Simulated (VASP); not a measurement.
# VASP 6.6.1, r²SCAN single-point calculation, SiO2 (strained rutile)

INCAR

```
ALGO = Normal
ISIF = 2
NBANDS = 25
NELM = 120
SIGMA = 0.01
EDIFF = 1E-7
METAGGA = R2SCAN
PREC = Accurate
LCHARG = .FALSE.
LREAL = .FALSE.
LASPH = .TRUE.
ISMEAR = 0
ENCUT = 520
LWAVE = .FALSE.
NSW = 0
IBRION = -1
```

KPOINTS

```
KPOINTS created by Atomic Simulation Environment
0
Gamma
6 6 10
0 0 0
```

KPOINTS_OPT

```
special points
6
Reciprocal
0.0000000000 0.0000000000 0.0000000000 1
0.0000000000 0.5000000000 0.0000000000 1
0.5000000000 0.5000000000 0.0000000000 1
0.0000000000 0.0000000000 0.5000000000 1
0.0000000000 0.5000000000 0.5000000000 1
0.5000000000 0.5000000000 0.5000000000 1
```

POSCAR

```
Si O
 1.0000000000000000
     4.1851887985999996    0.0000000000000000    0.0000000000000000
     0.0000000000000000    4.1851887985999996    0.0000000000000000
     0.0000000000000000    0.0000000000000000    2.6421514920000000
 Si  O
   2   4
Cartesian
  0.0000000000000000  0.0000000000000000  0.0000000000000000
  2.0925943992999998  2.0925943992999998  1.3210757460000000
  1.2810905141069575  1.2810905141069575  0.0000000000000000
  0.8115038851930421  3.3736849134069575  1.3210757460000000
  3.3736849134069575  0.8115038851930421  1.3210757460000000
  2.9040982844930419  2.9040982844930419  0.0000000000000000
```

VASP ran with the recommended PBE PAW datasets (32 valence electrons in the cell).

Command

```
mpirun -np 1 vasp_std
```

From OUTCAR

```
k-points           NKPTS =     60   k-points in BZ     NKDIM =     60   number of bands    NBANDS=     25

   NELECT =      32.0000    total number of electrons

   dimension x,y,z NGX =    32 NGY =   32 NGZ =   20
   dimension x,y,z NGXF=    64 NGYF=   64 NGZF=   40

  energy-cutoff  :      520.00
  volume of cell :       46.28
      direct lattice vectors                 reciprocal lattice vectors
     4.185188799  0.000000000  0.000000000     0.238937847  0.000000000  0.000000000
     0.000000000  4.185188799  0.000000000     0.000000000  0.238937847  0.000000000
     0.000000000  0.000000000  2.642151492     0.000000000  0.000000000  0.378479434

 k-points in reciprocal lattice and weights: KPOINTS created by Atomic Simulation Env
   0.00000000  0.00000000  0.00000000       0.003
   0.16666667  0.00000000  0.00000000       0.011
   0.33333333  0.00000000  0.00000000       0.011
   0.50000000  0.00000000  0.00000000       0.006
   0.16666667  0.16666667  0.00000000       0.011
   0.33333333  0.16666667  0.00000000       0.022
   0.50000000  0.16666667  0.00000000       0.011
   0.33333333  0.33333333  0.00000000       0.011
   ...

 E-fermi :   8.0613

 k-point     1 :       0.0000    0.0000    0.0000
  band No.  band energies     occupation
      1     -15.7349      2.00000
      2     -12.1214      2.00000
      3     -12.1214      2.00000
      4     -11.8760      2.00000
      5      -3.1841      2.00000
      6       1.2991      2.00000
      7       1.2991      2.00000
      8       1.5076      2.00000
      9       2.5300      2.00000
     10       2.6706      2.00000
     11       4.7579      2.00000
     12       4.7579      2.00000
     13       5.4284      2.00000
     14       7.0111      2.00000
     15       7.0111      2.00000
     16       7.9105      2.00000
     17      14.6461      0.00000
     18      15.7562      0.00000
     19      17.6208      0.00000
     20      17.6208      0.00000
     21      19.9716      0.00000
     22      20.9762      0.00000
     23      23.4790      0.00000
     24      23.4790      0.00000
     25      24.9830      0.00000

 k-point     2 :       0.1667    0.0000    0.0000
  band No.  band energies     occupation
      1     -15.5881      2.00000
      2     -12.7655      2.00000
      3     -12.0483      2.00000
      4     -11.5375      2.00000
      5      -2.9850      2.00000
      6       0.5480      2.00000
      7       1.3689      2.00000
      8       2.0457      2.00000
      9       2.6404      2.00000
     10       3.2593      2.00000
     11       4.5130      2.00000
     12       4.8219      2.00000
     13       5.4563      2.00000
     14       6.4155      2.00000
     15       6.9587      2.00000
     16       7.6934      2.00000
     17      15.0857      0.00000
     18      16.0064      0.00000
     19      17.6444      0.00000
     20      17.7034      0.00000
     21      20.4545      0.00000
     22      21.2060      0.00000
     23      22.6549      0.00000
     24      22.8459      0.00000
     25      24.7977      0.00000

 k-point     3 :       0.3333    0.0000    0.0000
  band No.  band energies     occupation
      1     -15.1598      2.00000
      2     -13.6474      2.00000
      3     -11.8534      2.00000
      4     -11.4517      2.00000
      5      -2.4389      2.00000
      6      -0.5901      2.00000
      7       2.0664      2.00000
      8       2.9573      2.00000
      9       3.0010      2.00000
     10       3.8022      2.00000
     11       3.9977      2.00000
     12       4.9942      2.00000
     13       5.0800      2.00000
     14       5.3975      2.00000
     15       6.8369      2.00000
     16       7.1677      2.00000
     17      16.0400      0.00000
     18      16.6327      0.00000
     19      17.8757      0.00000
     20      18.0136      0.00000
     21      20.3244      0.00000
     22      21.1251      0.00000
     23      21.8700      0.00000
     24      23.0325      0.00000
     25      24.2986      0.00000

 k-point     4 :       0.5000    0.0000    0.0000
  band No.  band energies     occupation
      1     -14.4877      2.00000
      2     -14.4877      2.00000
      3     -11.6108      2.00000
      4     -11.6108      2.00000
      5      -1.6219      2.00000
      6      -1.6219      2.00000
      7       3.2615      2.00000
      8       3.2615      2.00000
      9       3.4365      2.00000
     10       3.4365      2.00000
     11       3.9282      2.00000
     12       3.9282      2.00000
     13       5.2158      2.00000
     14       5.2158      2.00000
     15       6.8108      2.00000
     16       6.8108      2.00000
     17      16.8473      0.00000
     18      16.8473      0.00000
     19      18.1857      0.00000
     20      18.1857      0.00000
     21      19.9681      0.00000
     22      19.9681      0.00000
     23      22.9121      0.00000
     24      22.9121      0.00000
     25      24.1554      0.00000

 k-point     5 :       0.1667    0.1667    0.0000
  band No.  band energies     occupation
      1     -15.4453      2.00000
      2     -12.9497      2.00000
      3     -12.2105      2.00000
      4     -11.4446      2.00000
      5      -2.7605      2.00000
      6       0.4652      2.00000
      7       1.2017      2.00000
      8       2.3358      2.00000
      9       2.7483      2.00000
     10       3.6130      2.00000
     11       4.4640      2.00000
     12       4.7266      2.00000
     13       5.4452      2.00000
     14       6.0654      2.00000
     15       6.7323      2.00000
     16       7.5131      2.00000
     17      15.3771      0.00000
     18      16.2660      0.00000
     19      17.4730      0.00000
     20      18.1255      0.00000
     21      20.7477      0.00000
     22      21.4439      0.00000
     23      22.0551      0.00000
     24      22.6284      0.00000
     25      24.6819      0.00000

 k-point     6 :       0.3333    0.1667    0.0000
  band No.  band energies     occupation
      1     -15.0302      2.00000
      2     -13.6157      2.00000
      3     -12.0964      2.00000
      4     -11.5255      2.00000
      5      -2.1631      2.00000
      6      -0.3530      2.00000
      7       1.8014      2.00000
      8       3.0571      2.00000
      9       3.1753      2.00000
     10       3.8172      2.00000
     11       4.0487      2.00000
     12       4.8550      2.00000
     13       5.0578      2.00000
     14       5.3288      2.00000
     15       6.5412      2.00000
     16       7.0409      2.00000
     17      16.0245      0.00000
     18      16.8032      0.00000
     19      17.8181      0.00000
     20      18.4953      0.00000
     21      20.4116      0.00000
     22      21.3700      0.00000
     23      22.1232      0.00000
     24      22.8030      0.00000
     25      24.2783      0.00000

 k-point     7 :       0.5000    0.1667    0.0000
  band No.  band energies     occupation
      1     -14.3878      2.00000
      2     -14.3878      2.00000
      3     -11.7996      2.00000
      4     -11.7996      2.00000
      5      -1.3237      2.00000
      6      -1.3237      2.00000
      7       2.9417      2.00000
      8       2.9417      2.00000
      9       3.5199      2.00000
     10       3.5199      2.00000
     11       4.1621      2.00000
     12       4.1621      2.00000
     13       5.1014      2.00000
     14       5.1014      2.00000
     15       6.6216      2.00000
     16       6.6216      2.00000
     17      16.7196      0.00000
     18      16.7196      0.00000
     19      18.4254      0.00000
     20      18.4254      0.00000
     21      20.3959      0.00000
     22      20.3959      0.00000
     23      23.1571      0.00000
     24      23.1642      0.00000
     25      23.6477      0.00000

 k-point     8 :       0.3333    0.3333    0.0000
  band No.  band energies     occupation
      1     -14.6627      2.00000
      2     -13.6966      2.00000
      3     -12.3817      2.00000
      4     -11.8262      2.00000
      5      -1.4653      2.00000
      6      -0.0663      2.00000
      7       1.5432      2.00000
      8       3.2861      2.00000
      9       3.3381      2.00000
     10       3.8119      2.00000
     11       4.0592      2.00000
     12       4.6646      2.00000
     13       5.1148      2.00000
     14       5.1634      2.00000
     15       6.0007      2.00000
     16       6.6194      2.00000
     17      16.1777      0.00000
     18      16.8749      0.00000
     19      18.3281      0.00000
     20      18.9819      0.00000
     21      20.6437      0.00000
     22      21.9744      0.00000
     23      22.4786      0.00000
     24      22.8164      0.00000
     25      23.8147      0.00000

 ...

  Total        0.6088202      0.6088202      2.6061151     -0.0000000      0.0000000      0.0000000
  in kB       21.0771454     21.0771454     90.2228109     -0.0000000      0.0000000      0.0000000
  external PRESSURE =      44.1257006 kB  Pullay stress =       0.0000000 kB

 POSITION                                       TOTAL-FORCE (eV/Angst)
 -----------------------------------------------------------------------------------
      0.00000      0.00000      0.00000        -0.000000      0.000000      0.000000
      2.09259      2.09259      1.32108        -0.000000      0.000000      0.000000
      1.28109      1.28109      0.00000        -0.020630     -0.020630     -0.000000
      0.81150      3.37368      1.32108         0.020630     -0.020630      0.000000
      3.37368      0.81150      1.32108        -0.020630      0.020630      0.000000
      2.90410      2.90410      0.00000         0.020630      0.020630      0.000000
 -----------------------------------------------------------------------------------
    total drift:                                0.000000      0.000000     -0.000000

  FREE ENERGIE OF THE ION-ELECTRON SYSTEM (eV)
  ---------------------------------------------------
  free  energy   TOTEN  =       -58.7699645247 eV

  energy  without entropy=      -58.7699645247  energy(sigma->0) =      -58.76996452
```

```json
{"gap between bands v and c": "6.74 eV", "least direct gap": "6.74 eV", "pressure": "4.4 GPa", "largest force": "0.03 eV/Å"}
```

Band v is the last that the valence electrons fill when counted band by band, and c is the next.

The run took about 1.9 min on one core of a shared host (Intel Xeon Platinum 8488C) and held 0.22 GiB at most.
